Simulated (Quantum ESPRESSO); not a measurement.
## AlNi: zone-centre phonons under several settings

```
CELL_PARAMETERS angstrom
2.88100 0.00000 0.00000
0.00000 2.88100 0.00000
0.00000 0.00000 2.88100
ATOMIC_POSITIONS crystal
Ni 0.50000 0.50000 0.50000
Al 0.00000 0.00000 0.00000
```

All runs used Quantum ESPRESSO 7.5; k mesh 6 × 6 × 6; relaxed cell; collinear spin, ferromagnetic start; cutoff 612 eV; occupations cold, width 0.2 eV.

| level | potentials | volume (Å³/atom) | pressure (GPa) | lowest optical mode without the field (cm⁻¹) |
| --- | --- | --- | --- | --- |
| LDA | GBRV 1.5 LDA | ? | -0.1 | ? |
| PBE | GBRV 1.5 PBE | 12.12 | 0.1 | 290 |
| PBEsol | GBRV 1.5 PBEsol | 11.74 | -0.1 | 303 |
| revPBE | GBRV 1.5 PBE | 12.31 | 0.1 | 285 |
| PW91 | GBRV 1.5 PBE | 12.09 | 0.0 | 287 |

What stands in the row left open?

Volume 11.40 Å³/atom; lowest optical mode without the field 308 cm⁻¹.

Caveats: all runs use coarse meshes; the mesh is thin for the phonons of a metal; the potentials were made for another functional, which shifts forces and pressure (some runs).

For the row left open. Caveat: the k mesh is coarse (spacing up to 0.36 Å⁻¹), so the values aren't converged; the mesh is thin for the phonons of a metal.
